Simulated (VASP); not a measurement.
# ScAl3N4 (Cmc2_1) in VASP: a series of runs

Runs on ScAl3N4. Level: PBEsol. Tasks: relaxation of cell and atoms.

Everything below comes from runs of VASP 6.6.1. Logs are shortened: lines on timing, memory, paths and dates and some standing lists are left out, and cuts for length are marked.

## (1) The crystal as given

The structure is orthorhombic, space group Cmc2_1 (No. 36). Conventional cell: a = 6.473 Å, b = 11.212 Å, c = 5.179 Å, α = 90.00°, β = 90.00°, γ = 90.00°. Sc (site symmetry m) is surrounded by 4 N at 1.97 Å. Al (site symmetry 1) is surrounded by 4 N at 1.97 Å. Al (site symmetry m) is surrounded by 4 N at 1.97 Å. N (site symmetry m) has 2 Sc at 1.97 Å and 2 Al at 1.97 Å as nearest neighbours. Around N (site symmetry 1) lie 3 Al at 1.97 Å and 1 Sc at 1.97 Å. Around N (site symmetry m) lie 4 Al at 1.97 Å.

The cell was built by a generator and needn't be a form met in nature.

## (2) Relaxation of cell and atoms, PBEsol

Contents of INCAR:

```
ALGO = Normal
EDIFF = 1E-6
EDIFFG = -0.01
ENCUT = 600
GGA = PS
IBRION = 2
ISIF = 3
ISMEAR = 0
LASPH = T
LCHARG = F
LREAL = F
LUSENCCL = F
LWAVE = F
NELM = 80
NSW = 90
PREC = Accurate
SIGMA = 0.03
```

Contents of KPOINTS:

```
k-points
0
Gamma
  6 6 6
```

Contents of POSCAR:

```
ScAl3N4
1.0
    0.0000000000      0.0000000000     -5.1789238400
    3.2366974300      5.6061244100      0.0000000000
    3.2366974300     -5.6061244100      0.0000000000
Sc Al N
2 6 8
Direct
    0.0000000000      0.1666666700      0.3333333300
    0.5000000000      0.3333333300      0.6666666700
    0.0000000000      0.1666666700      0.8333333300
    0.0000000000      0.6666666700      0.3333333300
    0.0000000000      0.6666666700      0.8333333300
    0.5000000000      0.3333333300      0.1666666700
    0.5000000000      0.8333333300      0.6666666700
    0.5000000000      0.8333333300      0.1666666700
    0.6200000000      0.1666666700      0.3333333300
    0.6200000000      0.1666666700      0.8333333300
    0.6200000000      0.6666666700      0.3333333300
    0.6200000000      0.6666666700      0.8333333300
    0.1200000000      0.3333333300      0.6666666700
    0.1200000000      0.3333333300      0.1666666700
    0.1200000000      0.8333333300      0.6666666700
    0.1200000000      0.8333333300      0.1666666700
```

Potentials or basis: VASP PAW PBE potentials, release 64 (Sc_sv, Al, N).

Command:

```
$ cat potpaw_PBE.64/Sc_sv/POTCAR potpaw_PBE.64/Al/POTCAR potpaw_PBE.64/N/POTCAR > POTCAR
$ mpirun -np 1 vasp_std > vasp.out
```

OUTCAR:

```text
EDIFF = 1E-6
   EDIFFG = -0.01
   ENCUT = 600
   GGA = PS
   IBRION = 2
   ISIF = 3
   ISMEAR = 0
   LASPH = T
   LREAL = F
   NELM = 80
   NSW = 90
   PREC = Accurate

 ion  position               nearest neighbor table
   1  0.000  0.167  0.333-   9 1.97  14 1.97  13 1.97  16 1.97   6 3.19   6 3.19   8 3.19   2 3.19
                             2 3.19   8 3.19   5 3.24   5 3.24   4 3.24   3 3.24   3 3.24   4 3.24
   2  0.500  0.333  0.667-  13 1.97  10 1.97  12 1.97   9 1.97   3 3.19   3 3.19   5 3.19   1 3.19
                             1 3.19   5 3.19   8 3.24   8 3.24   7 3.24   6 3.24   6 3.24   7 3.24
   3  0.000  0.167  0.833-  10 1.97  13 1.97  14 1.97  15 1.97   2 3.19   2 3.19   7 3.19   6 3.19
                             6 3.19   7 3.19   4 3.24   4 3.24   1 3.24   5 3.24   1 3.24   5 3.24
   4  0.000  0.667  0.333-  11 1.97  16 1.97  15 1.97  14 1.97   8 3.19   8 3.19   6 3.19   6 3.19
                             7 3.19   7 3.19   3 3.24   3 3.24   5 3.24   1 3.24   5 3.24   1 3.24
   5  0.000  0.667  0.833-  12 1.97  15 1.97  13 1.97  16 1.97   7 3.19   7 3.19   8 3.19   2 3.19
                             2 3.19   8 3.19   1 3.24   1 3.24   3 3.24   4 3.24   4 3.24   3 3.24
   6  0.500  0.333  0.167-  14 1.97   9 1.97  11 1.97  10 1.97   1 3.19   1 3.19   4 3.19   3 3.19
                             3 3.19   4 3.19   7 3.24   7 3.24   2 3.24   8 3.24   2 3.24   8 3.24
   7  0.500  0.833  0.667-  15 1.97  12 1.97  10 1.97  11 1.97   5 3.19   5 3.19   3 3.19   3 3.19
                             4 3.19   4 3.19   6 3.24   6 3.24   2 3.24   8 3.24   8 3.24   2 3.24
   8  0.500  0.833  0.167-  16 1.97  11 1.97  12 1.97   9 1.97   4 3.19   4 3.19   5 3.19   1 3.19
                             1 3.19   5 3.19   2 3.24   2 3.24   6 3.24   7 3.24   7 3.24   6 3.24
   9  0.620  0.167  0.333-   1 1.97   6 1.97   2 1.97   8 1.97
  10  0.620  0.167  0.833-   3 1.97   2 1.97   6 1.97   7 1.97
  11  0.620  0.667  0.333-   4 1.97   8 1.97   7 1.97   6 1.97
  12  0.620  0.667  0.833-   5 1.97   7 1.97   2 1.97   8 1.97
  13  0.120  0.333  0.667-   2 1.97   3 1.97   1 1.97   5 1.97
  14  0.120  0.333  0.167-   6 1.97   1 1.97   4 1.97   3 1.97
  15  0.120  0.833  0.667-   7 1.97   5 1.97   3 1.97   4 1.97
  16  0.120  0.833  0.167-   8 1.97   4 1.97   5 1.97   1 1.97

  LATTYP: Found a hexagonal cell.
 ALAT       =     6.4733948708
 C/A-ratio  =     0.8000321228

  Lattice vectors:

 A1 = (   3.2366974300,   5.6061244100,   0.0000000000)
 A2 = (   3.2366974300,  -5.6061244100,   0.0000000000)
 A3 = (   0.0000000000,   0.0000000000,  -5.1789238400)

Analysis of symmetry for initial positions (statically):
=====================================================================
 Subroutine PRICEL returns:
 Original cell was already a primitive cell.

 Routine SETGRP: Setting up the symmetry group for a
 hexagonal supercell.

 Subroutine GETGRP returns: Found  4 space group operations
 (whereof  2 operations were pure point group operations)
 out of a pool of 24 trial point group operations.

The static configuration has the point symmetry C_1h.
 The point group associated with its full space group is C_2v.
[... 171 lines left out ...]
   LEPSILON=     F    determine dielectric tensor
   LRPA    =     F    only Hartree local field effects (RPA)
 conjugate gradient relaxation of ions
 non-spin polarized calculation
 Gauss-broadening in eV      SIGMA  =   0.03
  energy-cutoff  :      600.00
  volume of cell :      187.95
 maximum number of plane-waves:      6321
 NGX is ok and might be reduce to    42
   NGX = 21   NGY = 25   NGZ = 25

--------------------------------------- Ionic step        1  -------------------------------------------

 number of electron      79.9999988 magnetization

 Free energy of the ion-electron system (eV)
  ---------------------------------------------------
  ext. energy  EPLUGINS =         0.00000000
  ---------------------------------------------------
  free energy    TOTEN  =      -129.03493793 eV

  energy without entropy =     -129.03493793  energy(sigma->0) =     -129.03493793

------------------------ aborting loop because EDIFF is reached ----------------------------------------

  FORCE on cell =-STRESS in cart. coord.  units (eV):
  Direction    XX          YY          ZZ          XY          YZ          ZX
  --------------------------------------------------------------------------------------
  -------------------------------------------------------------------------------------
  Total       -3.6758636     -3.6515389     -5.1994856      0.0210658      0.0000000      0.0000000
  in kB      -31.3354266    -31.1280671    -44.3237615      0.1795787      0.0000000      0.0000000
  external PRESSURE =     -35.5957517 kB  Pullay stress =       0.0000000 kB
[... 131 lines left out ...]
  FREE ENERGIE OF THE ION-ELECTRON SYSTEM (eV)
  ---------------------------------------------------
  free  energy   TOTEN  =      -130.3309548355 eV

  energy  without entropy=     -130.3309548355  energy(sigma->0) =     -130.33095484

[... ionic steps 4 to 13 ...]

--------------------------------------- Ionic step       14  -------------------------------------------

 number of electron      80.0000007 magnetization

------------------------ aborting loop because EDIFF is reached ----------------------------------------
[... 95 lines left out ...]
--------------------------------------- Ionic step       16  -------------------------------------------

 number of electron      80.0000008 magnetization

 Free energy of the ion-electron system (eV)
  ---------------------------------------------------
  ext. energy  EPLUGINS =         0.00000000
  ---------------------------------------------------
  free energy    TOTEN  =      -130.48885661 eV

  energy without entropy =     -130.48885661  energy(sigma->0) =     -130.48885661

 E-fermi :   5.1679     XC(G=0): -11.0498

 val. band max:        5.0390307665   @ k =   0.0000   0.0000   0.0000
 cond. band min:       8.5902951273   @ k =   0.0000   0.3333   0.3333
 fundamental gap:      3.5512643608
 Fermi energy:         5.1678779886

 k-point     1 :       0.0000    0.0000    0.0000
  band No.  band energies     occupation
      1     -41.5527      2.00000
      2     -41.5191      2.00000
      3     -20.5200      2.00000
      4     -20.4921      2.00000
      5     -20.4528      2.00000
      6     -20.4192      2.00000
[... 1237 lines left out ...]
     48      10.8539      0.00000
     49      10.9593      0.00000

 [... further k-points ...]
[... 5 lines left out ...]
  --------------------------------------------------------------------------------------
  -------------------------------------------------------------------------------------
  Total       -0.0009821     -0.0117239     -0.0048814     -0.0093026      0.0000000      0.0000000
  in kB       -0.0087206     -0.1040989     -0.0433431     -0.0826001      0.0000000      0.0000000
  external PRESSURE =      -0.0520542 kB  Pullay stress =       0.0000000 kB
[... 31 lines left out ...]
  FREE ENERGIE OF THE ION-ELECTRON SYSTEM (eV)
  ---------------------------------------------------
  free  energy   TOTEN  =      -130.4888566056 eV

  energy  without entropy=     -130.4888566056  energy(sigma->0) =     -130.48885661

 reached required accuracy - stopping structural energy minimisation
```

OSZICAR:

```text
N       E                     dE             d eps       ncg     rms          rms(c)
DAV:   1     0.111669243056E+04    0.11167E+04   -0.37578E+04  5096   0.176E+03
DAV:   2     0.101151682804E+03   -0.10155E+04   -0.99040E+03  5240   0.531E+02
DAV:   3    -0.131958192874E+03   -0.23311E+03   -0.22182E+03  8226   0.213E+02
[... 138 lines left out ...]
       N       E                     dE             d eps       ncg     rms          rms(c)
DAV:   1    -0.130488774596E+03    0.18782E-04   -0.31662E-02  5519   0.130E+00    0.391E-02
DAV:   2    -0.130488870086E+03   -0.95490E-04   -0.11963E-03  6614   0.247E-01    0.220E-02
DAV:   3    -0.130488860806E+03    0.92797E-05   -0.38468E-05  7528   0.481E-02    0.127E-02
DAV:   4    -0.130488856361E+03    0.44453E-05   -0.21403E-05  6224   0.266E-02    0.348E-03
DAV:   5    -0.130488856606E+03   -0.24474E-06   -0.50620E-06  4837   0.146E-02
  16 F= -.13048886E+03 E0= -.13048886E+03  d E =-.633062E-04
```

CONTCAR:

```text
ScAl3N4
    1.000000000000000
    -0.0000000000000000   -0.0000000000000000   -4.9964489595796326
     3.2389934594509460    5.6101012495291247   -0.0000000000000000
     3.2084786863666817   -5.5924835371132620   -0.0000000000000000
  Sc              Al              N
     2     6     8
Direct
     0.0117639373596399    0.1611665007839123    0.3223329915678385
     0.5117639373596398    0.3388334992160877    0.6776670084321614
     0.0024765057593140    0.1639436346497143    0.8349743061282100
     0.0056794743209112    0.6653501362971082    0.3307002625942200
     0.0024765057593140    0.6710306814784889    0.8349743061282263
     0.5024765057593140    0.3360563653502857    0.1650256938717901
[... 8 lines left out ...]
     0.1208595722674640    0.8324757882792985    0.6649515865585949
     0.1247083716063854    0.8091957720879346    0.1547977948613654

  0.00000000E+00  0.00000000E+00 -0.00000000E+00
  0.00000000E+00  0.00000000E+00 -0.00000000E+00
  0.00000000E+00  0.00000000E+00 -0.00000000E+00
  0.00000000E+00  0.00000000E+00 -0.00000000E+00
  0.00000000E+00  0.00000000E+00 -0.00000000E+00
  0.00000000E+00  0.00000000E+00 -0.00000000E+00
[... 8 lines left out ...]
  0.00000000E+00  0.00000000E+00 -0.00000000E+00
  0.00000000E+00  0.00000000E+00 -0.00000000E+00
```

Run time: 82 min. Hardware: 1 × NVIDIA H100 80GB with 1 thread of AMD EPYC 7R13 (Zen 3), shared host; peak memory 1.6 GiB.

What came out:

```yaml
Free_energy: -130.4889 eV
Relaxed_volume: 11.28 Å³/atom
Relaxed_cell: a = 4.996 Å, b = 6.478 Å, c = 6.447 Å, α = 120.16°, β = 90.00°, γ = 90.00°
Space_group_after_relaxing_to_0.05_Å: Cmc2_1 (No. 36)
Energy_gained_by_relaxing: 90.9 meV/atom
Ionic_steps: 16
Pressure_after_relaxing: 0.0 GPa
Largest_force_after_relaxing: 0.007 eV/Å
Band_gap_on_the_k_mesh: 3.55 eV, indirect (least direct gap 3.62 eV)
```

Forces in eV/Å, atoms in the order of the input:
```
Sc   0.001 -0.001  0.005
Sc  -0.001  0.001  0.005
Al   0.000 -0.001  0.001
Al  -0.005  0.003 -0.002
Al   0.001  0.000  0.001
Al   0.000  0.001  0.001
Al   0.005 -0.003 -0.002
Al  -0.001  0.000  0.001
N    0.004 -0.002  0.002
N   -0.003  0.000 -0.005
N    0.005 -0.003  0.004
N   -0.001  0.003 -0.005
N   -0.004  0.002  0.002
N    0.003  0.000 -0.005
N   -0.005  0.003  0.004
N    0.001 -0.003 -0.005
```

Step by step:
| step | energy change (eV) | largest force (eV/Å) | pressure (GPa) | volume (Å³) |
| --- | --- | --- | --- | --- |
| 1 | 0.0000 | 3.3381 | -3.56 | 187.95 |
| 2 | -1.2892 | 0.9373 | 0.33 | 180.94 |
| 3 | -1.2960 | 0.9084 | -0.09 | 181.41 |
| 4 | -1.4069 | 0.3836 | 0.29 | 180.67 |
| 5 | -1.4073 | 0.3954 | 0.26 | 180.72 |
| 6 | -1.4363 | 0.1622 | -0.28 | 181.04 |
| 7 | -1.4414 | 0.2084 | -0.61 | 181.24 |
| 8 | -1.4512 | 0.0970 | 0.32 | 180.18 |
| 9 | -1.4513 | 0.0904 | 0.26 | 180.25 |
| 10 | -1.4533 | 0.0539 | -0.09 | 180.52 |
| 11 | -1.4533 | 0.0523 | -0.05 | 180.49 |
| 12 | -1.4537 | 0.0211 | 0.02 | 180.43 |
| 13 | -1.4537 | 0.0248 | 0.03 | 180.41 |
| 14 | -1.4539 | 0.0155 | -0.01 | 180.45 |
| 15 | -1.4539 | 0.0161 | -0.01 | 180.45 |
| 16 | -1.4539 | 0.0070 | -0.01 | 180.44 |

Final structure:
```
CELL_PARAMETERS angstrom
0.00000 0.00000 -4.99645
3.23899 5.61010 0.00000
3.20848 -5.59248 0.00000
ATOMIC_POSITIONS crystal
Sc 0.01176 0.16117 0.32233
Sc 0.51176 0.33883 0.67767
Al 0.00248 0.16394 0.83497
Al 0.00568 0.66535 0.33070
Al 0.00248 0.67103 0.83497
Al 0.50248 0.33606 0.16503
Al 0.50568 0.83465 0.66930
Al 0.50248 0.82897 0.16503
N 0.58733 0.15876 0.31751
N 0.62471 0.15440 0.84520
N 0.62086 0.66752 0.33505
N 0.62471 0.69080 0.84520
N 0.08733 0.34124 0.68249
N 0.12471 0.34560 0.15480
N 0.12086 0.83248 0.66495
N 0.12471 0.80920 0.15480
```

Levels at points of the mesh, in eV from the valence-band top:
```tsv
k point	band 38	band 39	band 40	band 41	band 42	band 43
(0.00, 0.00, 0.00)	-0.43	-0.24	0.00	3.74	3.91	3.98
(0.50, 0.00, 0.00)	-0.59	-0.37	-0.37	4.36	4.36	4.55
(0.00, 0.50, 0.00)	-0.26	-0.18	-0.09	3.83	4.19	4.53
(0.00, 0.00, 0.50)	-0.24	-0.21	-0.14	3.62	4.27	4.43
(0.50, 0.50, 0.00)	-0.35	-0.26	-0.26	4.62	4.62	4.95
(0.50, 0.00, 0.50)	-0.38	-0.18	-0.18	4.47	4.47	4.96
```

Caveat: the PAW data sets were made with another functional, which shifts forces and pressure a little. A k mesh can miss the band edges.

## (3) Relaxation of cell and atoms, PBEsol

This run uses another cell than the first one, of 11.28 Å³/atom, 0.960 times its volume.

Edit INCAR of step 2 so:

```diff
@@ -1,4 +1,4 @@
 ALGO = Normal
-EDIFF = 1E-6
-EDIFFG = -0.01
+EDIFF = 1E-7
+EDIFFG = -0.005
 ENCUT = 600
```

KPOINTS is that of step 2.

Contents of POSCAR:

```
ScAl3N4                                 
1.0
   -0.0000000000     -0.0000000000     -4.9964489596
    3.2389934595      5.6101012495     -0.0000000000
    3.2084786864     -5.5924835371     -0.0000000000
  Sc              Al              N             
     2     6     8
Direct
     0.0117639373596399    0.1611665007839123    0.3223329915678385
     0.5117639373596398    0.3388334992160877    0.6776670084321614
     0.0024765057593140    0.1639436346497143    0.8349743061282100
     0.0056794743209112    0.6653501362971082    0.3307002625942200
     0.0024765057593140    0.6710306814784889    0.8349743061282263
     0.5024765057593140    0.3360563653502857    0.1650256938717901
     0.5056794743209112    0.8346498637028918    0.6692997374057801
     0.5024765057593140    0.8289693185215111    0.1650256938717736
     0.5873272613205760    0.1587555555828328    0.3175111011655874
     0.6247083716063854    0.1543979872265649    0.8452022051386620
     0.6208595722674640    0.6675242117207015    0.3350484134414053
     0.6247083716063854    0.6908042279120654    0.8452022051386348
     0.0873272613205760    0.3412444444171672    0.6824888988344125
     0.1247083716063854    0.3456020127734351    0.1547977948613381
     0.1208595722674640    0.8324757882792985    0.6649515865585949
     0.1247083716063854    0.8091957720879346    0.1547977948613654
```

Potentials or basis: VASP PAW PBE potentials, release 64 (Sc_sv, Al, N).

Command:

```
$ cat potpaw_PBE.64/Sc_sv/POTCAR potpaw_PBE.64/Al/POTCAR potpaw_PBE.64/N/POTCAR > POTCAR
$ mpirun -np 1 vasp_std > vasp.out
```

It took 14 min on 1 × NVIDIA H100 80GB with 1 thread of AMD EPYC 7R13 (Zen 3), shared host; peak memory 1.6 GiB.

The run converged. Its results:

| Quantity | Value |
| --- | --- |
| Free energy | -130.4785 eV |
| Relaxed volume | 11.28 Å³/atom |
| Relaxed cell | a = 4.997 Å, b = 6.478 Å, c = 6.448 Å, α = 120.15°, β = 90.00°, γ = 90.00° |
| Space group after relaxing (to 0.05 Å) | Cmc2_1 (No. 36) |
| Energy gained by relaxing | 0.0 meV/atom |
| Ionic steps | 2 |
| Pressure after relaxing | 0.0 GPa |
| Largest force after relaxing | 0.004 eV/Å |
| Band gap on the k mesh | 3.55 eV, indirect (least direct gap 3.62 eV) |

Forces in eV/Å, atoms in the order of the input:
```
Sc   0.000  0.000  0.003
Sc   0.000  0.000  0.003
Al   0.000 -0.001 -0.001
Al   0.000  0.000  0.002
Al   0.000  0.001 -0.001
Al   0.000  0.001 -0.001
Al   0.000  0.000  0.002
Al   0.000 -0.001 -0.001
N    0.000  0.000  0.001
N    0.004  0.000 -0.001
N    0.001 -0.001 -0.001
N    0.002 -0.003 -0.001
N    0.000  0.000  0.001
N   -0.004  0.000 -0.001
N   -0.001  0.001 -0.001
N   -0.002  0.003 -0.001
```

Final structure:
```
CELL_PARAMETERS angstrom
0.00000 0.00000 -4.99679
3.23899 5.61009 0.00000
3.20887 -5.59270 0.00000
ATOMIC_POSITIONS crystal
Sc 0.01172 0.16117 0.32235
Sc 0.51172 0.33883 0.67765
Al 0.00246 0.16394 0.83498
Al 0.00570 0.66532 0.33065
Al 0.00246 0.67104 0.83498
Al 0.50246 0.33606 0.16502
Al 0.50570 0.83468 0.66935
Al 0.50246 0.82896 0.16502
N 0.58731 0.15877 0.31755
N 0.62476 0.15438 0.84518
N 0.62082 0.66755 0.33511
N 0.62476 0.69081 0.84518
N 0.08731 0.34123 0.68245
N 0.12476 0.34562 0.15482
N 0.12083 0.83245 0.66489
N 0.12476 0.80919 0.15482
```

Levels at points of the mesh, in eV from the valence-band top:
| k point | band 36 | band 37 | band 38 | band 39 | band 40 | band 41 | band 42 | band 43 | band 44 | band 45 |
| --- | --- | --- | --- | --- | --- | --- | --- | --- | --- | --- |
| (0.00, 0.00, 0.00) | -0.55 | -0.49 | -0.43 | -0.24 | 0.00 | 3.74 | 3.91 | 3.98 | 4.30 | 4.52 |
| (0.50, 0.00, 0.00) | -0.96 | -0.59 | -0.59 | -0.37 | -0.37 | 4.36 | 4.36 | 4.55 | 4.55 | 5.06 |
| (0.00, 0.50, 0.00) | -0.59 | -0.28 | -0.26 | -0.18 | -0.09 | 3.83 | 4.19 | 4.53 | 4.62 | 5.19 |
| (0.50, 0.50, 0.00) | -0.73 | -0.35 | -0.35 | -0.26 | -0.26 | 4.62 | 4.62 | 4.95 | 4.95 | 5.30 |
| (0.00, 0.00, 0.50) | -0.68 | -0.24 | -0.24 | -0.21 | -0.15 | 3.62 | 4.27 | 4.42 | 4.82 | 4.92 |
| (0.50, 0.00, 0.50) | -0.95 | -0.38 | -0.38 | -0.18 | -0.18 | 4.47 | 4.47 | 4.96 | 4.96 | 5.49 |

Caveat: the PAW data sets were made with another functional, which shifts forces and pressure a little. A k mesh can miss the band edges.
